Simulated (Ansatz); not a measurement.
Runs of Ansatz 0.2.0 on AlV2C. It takes space group P6_3/mmc (No. 194, hexagonal). Conventional cell: a = 2.888 Å, b = 2.888 Å, c = 13.105 Å, α = 90.00°, β = 90.00°, γ = 120.00°. Around V (site symmetry 3m) lie 3 C at 2.02 Å. Al (site symmetry -6m2) has 6 V at 2.72 Å and 6 Al at 2.89 Å as nearest neighbours. C (site symmetry -3m) is surrounded by 6 V at 2.02 Å. The cell comes from a database or a generator and needn't be the stable form of this composition.

| task | level | cell | cutoff (eV) | points for each segment of the path | gap on the mesh (eV) | pressure (GPa) | moment (μB) | relaxed volume (Å³/atom) | largest force (eV/Å) |
| --- | --- | --- | --- | --- | --- | --- | --- | --- | --- |
| band structure | LDA | as given | 420 | 10 | none | -8.8 | 0.00 | - | 0.66 |
| band structure | r2SCAN | as given | 500 | 10 | none | -0.8 | 0.00 | - | 0.22 |
| relaxation of cell and atoms | r2SCAN | relaxed | 500 | - | none | 0.0 | 0.00 | (b) | - |
| relaxation of cell and atoms | LDA | relaxed | 420 | - | none | 0.0 | 0.00 | (a) | - |

Alike in all rows: potentials or basis Ansatz PAW; spin collinear, ferromagnetic start; k mesh 11 × 11 × 2; smearing fermi-dirac 0.05 eV.

Task: Estimate the missing entries.

Result: (a) 11.39; (b) 11.81.

Caveats: the PAW data sets come from PBE, with cores solved anew for the run's functional, which leaves a small shift of forces and pressure; the starting moments weren't kept; the magnetic or orbital state may not be the lowest (some runs); the plane-wave basis is chosen anew once the cell has moved, so the energies of steps on either side of that aren't comparable (some runs).

A gap of «none» marks a metal or a gap under the smearing width.
